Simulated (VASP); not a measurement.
# CaSe (Fm-3m) in VASP: a series of runs

Aim: see how the results for CaSe move with the level of theory and the settings. Levels: HSE06, HSE03, PBE0, PBE, LDA. Tasks: band structure, evGW0 quasiparticle levels.

Program: VASP 6.6.1. These are calculated values, not measurements. Logs are shortened: lines on timing, memory, paths and dates and some standing lists are left out, and cuts for length are marked.

**Experimental background.**

From a printed reference work, monograph, original work of 1988, for a bulk crystal of CaSe at 2 K: band gap 3.85 eV (indirect).

The runs below are set against these values where they give the same quantity.

## Step 1: Starting point

Symmetry: Fm-3m, No. 225, cubic system. Conventional cell: a = 5.912 Å, b = 5.912 Å, c = 5.912 Å, α = 90.00°, β = 90.00°, γ = 90.00°. Se (site symmetry m-3m) is surrounded by 6 Ca at 2.96 Å. Ca (site symmetry m-3m) has 6 Se at 2.96 Å as nearest neighbours.

## Step 2: Band structure, HSE06

File POSCAR:

```
CaSe
1.0
    0.0000000000      2.9560000000      2.9560000000
    2.9560000000      0.0000000000      2.9560000000
    2.9560000000      2.9560000000      0.0000000000
Se Ca
1 1
Direct
    0.5000000000      0.5000000000      0.5000000000
    0.0000000000      0.0000000000      0.0000000000
```

File INCAR.step1:

```
PREC     = Accurate       # precision mode
ENCUT    = 520            # plane-wave cutoff, eV
EDIFF    = 1E-5           # SCF threshold, eV
ISMEAR   = 0              # smearing method
SIGMA    = 0.02           # smearing width, eV
LREAL    = False          # projectors in reciprocal space
LASPH    = True           # aspherical terms in the spheres
NELM     = 80             # most SCF steps
ALGO     = Normal         # electronic algorithm
ISIF     = 2              # what is computed and relaxed
LWAVE    = True           # write WAVECAR
LCHARG   = False          # write CHGCAR
NBANDS   = 15             # bands
GGA      = PE             # functional
KPAR     = 4
```

File INCAR.step2:

```
PREC     = Accurate       # precision mode
ENCUT    = 520            # plane-wave cutoff, eV
EDIFF    = 1E-6           # SCF threshold, eV
ISMEAR   = 0              # smearing method
SIGMA    = 0.02           # smearing width, eV
LREAL    = False          # projectors in reciprocal space
LASPH    = True           # aspherical terms in the spheres
NELM     = 80             # most SCF steps
ALGO     = Normal         # electronic algorithm
ISIF     = 2              # what is computed and relaxed
LWAVE    = False          # write WAVECAR
LCHARG   = False          # write CHGCAR
GGA      = PE             # functional
LHFCALC  = True           # exact exchange
HFSCREEN = 0.2            # screening, 1/A
PRECFOCK = Fast         
NBANDS   = 15             # bands
ISTART   = 1            
KPAR     = 4
```

File KPOINTS:

```
regular mesh
0
Gamma
  6 6 6
```

File KPOINTS_OPT:

```
path GXWKGLUWLK,UX
8
line-mode
reciprocal
 0.0000000000  0.0000000000  0.0000000000  G
 0.5000000000  0.0000000000  0.5000000000  X

 0.5000000000  0.0000000000  0.5000000000  X
 0.5000000000  0.2500000000  0.7500000000  W

 0.5000000000  0.2500000000  0.7500000000  W
 0.3750000000  0.3750000000  0.7500000000  K

 0.3750000000  0.3750000000  0.7500000000  K
 0.0000000000  0.0000000000  0.0000000000  G

 0.0000000000  0.0000000000  0.0000000000  G
 0.5000000000  0.5000000000  0.5000000000  L

 0.5000000000  0.5000000000  0.5000000000  L
 0.6250000000  0.2500000000  0.6250000000  U

 0.6250000000  0.2500000000  0.6250000000  U
 0.5000000000  0.2500000000  0.7500000000  W

 0.5000000000  0.2500000000  0.7500000000  W
 0.5000000000  0.5000000000  0.5000000000  L

 0.5000000000  0.5000000000  0.5000000000  L
 0.3750000000  0.3750000000  0.7500000000  K

 0.6250000000  0.2500000000  0.6250000000  U
 0.5000000000  0.0000000000  0.5000000000  X
```

Potentials or basis: VASP PAW PBE potentials, release 64 (Se, Ca_sv).

Command:

```
$ cat potpaw_PBE.64/Se/POTCAR potpaw_PBE.64/Ca_sv/POTCAR > POTCAR
$ cp INCAR.step1 INCAR
$ mpirun -np 4 vasp_std > vasp.out
$ cp INCAR.step2 INCAR
$ mpirun -np 4 vasp_std > vasp.out
```

OUTCAR:

```text
PREC = Accurate
   ENCUT = 520
   EDIFF = 1E-6
   ISMEAR = 0
   LREAL = False
   LASPH = True
   NELM = 80
   ISIF = 2
   GGA = PE
   LHFCALC = True
   HFSCREEN = 0.2
   PRECFOCK = Fast
   ISTART = 1

 ion  position               nearest neighbor table
   1  0.500  0.500  0.500-   2 2.96   2 2.96   2 2.96   2 2.96   2 2.96   2 2.96
   2  0.000  0.000  0.000-   1 2.96   1 2.96   1 2.96   1 2.96   1 2.96   1 2.96

  LATTYP: Found a face centered cubic cell.
 ALAT       =     5.9120000000

  Lattice vectors:

 A1 = (   0.0000000000,   2.9560000000,   2.9560000000)
 A2 = (   2.9560000000,   0.0000000000,   2.9560000000)
 A3 = (   2.9560000000,   2.9560000000,   0.0000000000)

Analysis of symmetry for initial positions (statically):
=====================================================================
 Subroutine PRICEL returns:
 Original cell was already a primitive cell.

 Routine SETGRP: Setting up the symmetry group for a
 face centered cubic supercell.

 Subroutine GETGRP returns: Found 48 space group operations
 (whereof 48 operations were pure point group operations)
 out of a pool of 48 trial point group operations.

The static configuration has the point symmetry O_h .

Analysis of symmetry for dynamics (positions and initial velocities):
=====================================================================
 Subroutine PRICEL returns:
 Original cell was already a primitive cell.

 Routine SETGRP: Setting up the symmetry group for a
 face centered cubic supercell.

 Subroutine GETGRP returns: Found 48 space group operations
 (whereof 48 operations were pure point group operations)
 out of a pool of 48 trial point group operations.

The dynamic configuration has the point symmetry O_h .

 Subroutine INISYM returns: Found 48 space group operations
 (whereof 48 operations are pure point group operations),
 and found     1 'primitive' translations

----------------------------------------------------------------------------------------

                                     Primitive cell

  volume of cell :      51.6587

  direct lattice vectors                    reciprocal lattice vectors
     0.000000000  2.956000000  2.956000000    -0.169147497  0.169147497  0.169147497
     2.956000000  0.000000000  2.956000000     0.169147497 -0.169147497  0.169147497
     2.956000000  2.956000000  0.000000000     0.169147497  0.169147497 -0.169147497

  length of vectors
     4.180415290  4.180415290  4.180415290     0.292972058  0.292972058  0.292972058

  position of ions in fractional coordinates (direct lattice)
     0.500000000  0.500000000  0.500000000
     0.000000000  0.000000000  0.000000000

  ion indices of the primitive-cell ions
   primitive index   ion index
                 1           1
                 2           2

----------------------------------------------------------------------------------------

 KPOINTS: regular mesh

Automatic generation of k-mesh.
 Grid dimensions read from file:
 generate k-points for:    6    6    6

 Generating k-lattice:

  Cartesian coordinates                     Fractional coordinates (reciprocal lattice)
    -0.028191249  0.028191249  0.028191249     0.166666667  0.000000000  0.000000000
     0.028191249 -0.028191249  0.028191249     0.000000000  0.166666667  0.000000000
     0.028191249  0.028191249 -0.028191249     0.000000000  0.000000000  0.166666667

  Length of vectors
     0.048828676  0.048828676  0.048828676

  Shift w.r.t. Gamma in fractional coordinates (k-lattice)
     0.000000000  0.000000000  0.000000000

 Subroutine IBZKPT returns following result:
 ===========================================

 Found     16 irreducible k-points:

 Following reciprocal coordinates:
            Coordinates               Weight
  0.000000  0.000000  0.000000      1.000000
  0.166667  0.000000  0.000000      8.000000
  0.333333  0.000000  0.000000      8.000000
  0.500000  0.000000  0.000000      4.000000
  0.166667  0.166667  0.000000      6.000000
  0.333333  0.166667  0.000000     24.000000
[... 8 lines left out ...]
 -0.333333  0.333333  0.166667     24.000000
 -0.333333  0.500000  0.166667     12.000000
   k-points           NKPTS =     16   k-points in BZ     NKDIM =    216   number of bands    NBANDS=     15
   number of dos      NEDOS =    301   number of ions     NIONS =      2
   total plane-waves  NPLWV =  32768
   dimension x,y,z NGX =    32 NGY =   32 NGZ =   32
   dimension x,y,z NGXF=    64 NGYF=   64 NGZF=   64
   ions per type =               1   1
   NGX,Y,Z   is equivalent  to a cutoff of  12.73, 12.73, 12.73 a.u.
   NGXF,Y,Z  is equivalent  to a cutoff of  25.45, 25.45, 25.45 a.u.
 SYSTEM =  unknown system
   PREC   = accura    normal or accurate (medium, high low for compatibility)
   ISTART =      1    job   : 0-new  1-cont  2-samecut
   ICHARG =      0    charge: 1-file 2-atom 10-const
   ISPIN  =      1    spin polarized calculation?
   LNONCOLLINEAR =      F non collinear calculations
   LSORBIT =      F    spin-orbit coupling
   LASPH  =      T    aspherical Exc in radial PAW
   ENCUT  =  520.0 eV  38.22 Ry    6.18 a.u.   7.77  7.77  7.77*2*pi/ulx,y,z
   NELM   =     80;   NELMIN=  2; NELMDL=  0     # of ELM steps
   EDIFF  = 0.1E-05   stopping-criterion for ELM
   LREAL  =      F    real-space projection
   EDIFFG = 0.1E-04   stopping-criterion for IOM
   NSW    =      0    number of steps for IOM
   IBRION =     -1    ionic relax: 0-MD 1-quasi-New 2-CG
   NFREE  =      0    steps in history (QN), initial steepest desc. (CG)
   ISIF   =      2    stress and relaxation
   ISYM   =      3    0-nonsym 1-usesym 2-fastsym
   POTIM  = 0.5000    time-step for ionic-motion
   TEBEG  =    0.0;   TEEND  =   0.0 temperature during run
   PSTRESS=    0.0 pullay stress
   NELECT =      16.0000    total number of electrons
   NUPDOWN=      -1.0000    fix difference up-down
   EMIN   =  10.00;   EMAX   =-10.00  energy-range for DOS
   EFERMI =   0.00;   METHOD = LEGACY
   ISMEAR =     0;   SIGMA  =   0.02  broadening in eV -4-tet -1-fermi 0-gaus
   EFERMI_NEDOS =   21; number of points for ismear=-14 and -15
   IALGO  =     38    algorithm
   IMIX   =      1    mixing-type and parameters
     AMIX     =   0.40;   BMIX     =  1.00
     AMIX_MAG =   1.60;   BMIX_MAG =  1.00
  volume/ion in A,a.u.               =      25.83       174.30
  Fermi-wavevector in a.u.,A,eV,Ry     =   1.107645  2.093145 16.692666  1.226876
  Thomas-Fermi vector in A             =   2.244161
   LORBIT       =      0    0 simple, 1 ext, 2 COOP (PROOUT), +10 PAW based schemes
   GGA     = PE    functional components
   LHFCALC =     T    Hartree Fock is set to
   PRECFOCK=fast      Normal, Fast or Accurate (Low or Medium for compatibility)
   ENCUT4O =  -1.0   cutoff for four orbital integrals eV
   NKREDX  =     1    reduce k-point grid by
   NKREDY  =     1    reduce k-point grid by
   NKREDZ  =     1    reduce k-point grid by
   AEXX    =    0.2500 exact exchange contribution
   HFSCREEN=    0.2000 screening length (either q_TF or 0.3 A-1)
   HFSCREENC=   0.2000 screening length for correlation (either q_TF or 0.3 A-1)
   ENCUTFOCK=  -1.0 apply spherical cutoff to Coloumb kernel
   IVDW    =     0    specifies the selected vdW correction
   LEPSILON=     F    determine dielectric tensor
   LRPA    =     F    only Hartree local field effects (RPA)
 non-spin polarized calculation
 Gauss-broadening in eV      SIGMA  =   0.02
  energy-cutoff  :      520.00
  volume of cell :       51.66
 maximum number of plane-waves:      1411
  NGX = 18; NGY = 18; NGZ = 18

 number of electron      15.9999998 magnetization

 Free energy of the ion-electron system (eV)
  ---------------------------------------------------
  ext. energy  EPLUGINS =         0.00000000
  ---------------------------------------------------
  free energy    TOTEN  =       -10.70531560 eV

  energy without entropy =      -10.70531560  energy(sigma->0) =      -10.70531560

 E-fermi :   2.0825     XC(G=0):  -7.6208

 val. band max:        1.8722170553   @ k =   0.0000   0.0000   0.0000
 cond. band min:       4.8695428981   @ k =   0.5000   0.5000   0.0000
 fundamental gap:      2.9973258428
 Fermi energy:         2.0825441584

 k-point     1 :       0.0000    0.0000    0.0000
  band No.  band energies     occupation
      1     -40.9444      2.00000
      2     -20.4625      2.00000
      3     -20.4625      2.00000
      4     -20.4625      2.00000
      5     -11.0462      2.00000
      6       1.8722      2.00000
      7       1.8722      2.00000
      8       1.8722      2.00000
      9       6.1934      0.00000
     10       6.8247      0.00000
     11       6.8247      0.00000
     12       6.8247      0.00000
     13       7.4724      0.00000
     14       7.4724      0.00000
     15      12.6190      0.00000

 k-point     2 :       0.1667    0.0000    0.0000
  band No.  band energies     occupation
      1     -40.9425      2.00000
      2     -20.4955      2.00000
      3     -20.4641      2.00000
      4     -20.4641      2.00000
      5     -10.8622      2.00000
      6       0.6279      2.00000
      7       1.4790      2.00000
      8       1.4790      2.00000
      9       6.6188      0.00000
     10       7.2315      0.00000
     11       7.2315      0.00000
     12       7.8029      0.00000
     13       8.2063      0.00000
     14       8.2063      0.00000
     15      13.0512      0.00000

 k-point     3 :       0.3333    0.0000    0.0000
  band No.  band energies     occupation
      1     -40.9389      2.00000
      2     -20.5601      2.00000
      3     -20.4672      2.00000
      4     -20.4672      2.00000
      5     -10.4619      2.00000
      6      -1.0387      2.00000
      7       0.8670      2.00000
      8       0.8670      2.00000
      9       6.8595      0.00000
     10       8.1956      0.00000
     11       8.1956      0.00000
     12       9.3285      0.00000
     13       9.7995      0.00000
     14       9.7995      0.00000
     15      12.7075      0.00000
[... 199 lines left out ...]
 k-point    15 :      -0.3333    0.3333    0.1667
  band No.  band energies     occupation
      1     -40.9351      2.00000
      2     -20.5519      2.00000
      3     -20.5128      2.00000
      4     -20.4882      2.00000
      5     -10.2611      2.00000
      6      -0.8906      2.00000
      7      -0.1094      2.00000
      8       0.4319      2.00000
      9       7.5633      0.00000
     10       7.6645      0.00000
     11       9.0125      0.00000
     12       9.3520      0.00000
     13       9.5074      0.00000
     14      11.0075      0.00000
     15      12.0796      0.00000

 k-point    16 :      -0.3333    0.5000    0.1667
  band No.  band energies     occupation
      1     -40.9344      2.00000
      2     -20.5414      2.00000
      3     -20.5134      2.00000
      4     -20.5043      2.00000
      5     -10.2941      2.00000
      6      -0.6549      2.00000
      7       0.1469      2.00000
      8       0.2357      2.00000
      9       6.2876      0.00000
     10       8.3222      0.00000
     11       8.7183      0.00000
     12       9.2598      0.00000
     13       9.6564      0.00000
     14      10.2405      0.00000
     15      12.7425      0.00000

------------------------ aborting loop because EDIFF is reached ----------------------------------------

  FORCE on cell =-STRESS in cart. coord.  units (eV):
  Direction    XX          YY          ZZ          XY          YZ          ZX
  --------------------------------------------------------------------------------------
  -------------------------------------------------------------------------------------
  Total        0.2784092      0.2784092      0.2784092     -0.0000000     -0.0000000      0.0000000
  in kB        8.6347721      8.6347721      8.6347721     -0.0000000     -0.0000000      0.0000000
  external PRESSURE =       8.6347721 kB  Pullay stress =       0.0000000 kB

 VOLUME and BASIS-vectors are now :
 -----------------------------------------------------------------------------
  energy-cutoff  :      520.00
  volume of cell :       51.66
      direct lattice vectors                 reciprocal lattice vectors
     0.000000000  2.956000000  2.956000000    -0.169147497  0.169147497  0.169147497
     2.956000000  0.000000000  2.956000000     0.169147497 -0.169147497  0.169147497
     2.956000000  2.956000000  0.000000000     0.169147497  0.169147497 -0.169147497

 POSITION                                       TOTAL-FORCE (eV/Angst)
 -----------------------------------------------------------------------------------
      2.95600      2.95600      2.95600        -0.000000      0.000000     -0.000000
      0.00000      0.00000      0.00000         0.000000      0.000000      0.000000
 -----------------------------------------------------------------------------------
    total drift:                                0.000000      0.000000      0.000000

  FREE ENERGIE OF THE ION-ELECTRON SYSTEM (eV)
  ---------------------------------------------------
  free  energy   TOTEN  =       -10.7053156034 eV

  energy  without entropy=      -10.7053156034  energy(sigma->0) =      -10.70531560
```

It took 13 min on 4 MPI ranks of Intel Xeon 6975P-C (Granite Rapids), shared host; peak memory 0.35 GiB.

What came out:

```yaml
Free_energy: -10.7053 eV
Pressure: 0.9 GPa
Band_gap_on_the_k_mesh: 3.00 eV, indirect (least direct gap 4.04 eV)
Band_gap_along_the_path: 3.00 eV, indirect (least direct gap 4.04 eV)
```

Levels at the corners of the path, in eV from the valence-band top:
| point | band 6 | band 7 | band 8 | band 9 | band 10 | band 11 |
| --- | --- | --- | --- | --- | --- | --- |
| Γ | 0.00 | 0.00 | 0.00 | 4.32 | 4.95 | 4.95 |
| X | -2.81 | -1.04 | -1.04 | 3.00 | 6.05 | 6.52 |
| X | -2.81 | -1.04 | -1.04 | 3.00 | 6.05 | 6.52 |
| W | -2.18 | -2.18 | -1.81 | 5.67 | 5.67 | 6.51 |
| W | -2.18 | -2.18 | -1.81 | 5.67 | 5.67 | 6.51 |
| K | -2.50 | -2.23 | -1.21 | 4.36 | 7.04 | 7.30 |
| K | -2.50 | -2.23 | -1.21 | 4.36 | 7.04 | 7.30 |
| Γ | 0.00 | 0.00 | 0.00 | 4.32 | 4.95 | 4.95 |
| Γ | 0.00 | 0.00 | 0.00 | 4.32 | 4.95 | 4.95 |
| L | -3.60 | -1.26 | -1.26 | 5.41 | 7.02 | 7.14 |
| L | -3.60 | -1.26 | -1.26 | 5.41 | 7.02 | 7.14 |
| U | -2.50 | -2.23 | -1.21 | 4.36 | 7.04 | 7.30 |
| U | -2.50 | -2.23 | -1.21 | 4.36 | 7.04 | 7.30 |
| W | -2.18 | -2.18 | -1.81 | 5.67 | 5.67 | 6.51 |
| W | -2.18 | -2.18 | -1.81 | 5.67 | 5.67 | 6.51 |
| L | -3.60 | -1.26 | -1.26 | 5.41 | 7.02 | 7.14 |
| L | -3.60 | -1.26 | -1.26 | 5.41 | 7.02 | 7.14 |
| K | -2.50 | -2.23 | -1.21 | 4.36 | 7.04 | 7.30 |
| U | -2.50 | -2.23 | -1.21 | 4.36 | 7.04 | 7.30 |
| X | -2.81 | -1.04 | -1.04 | 3.00 | 6.05 | 6.52 |

Caveat: the PAW data sets were made with another functional, which shifts forces and pressure a little.

(Part 1 of 3 ends here.)
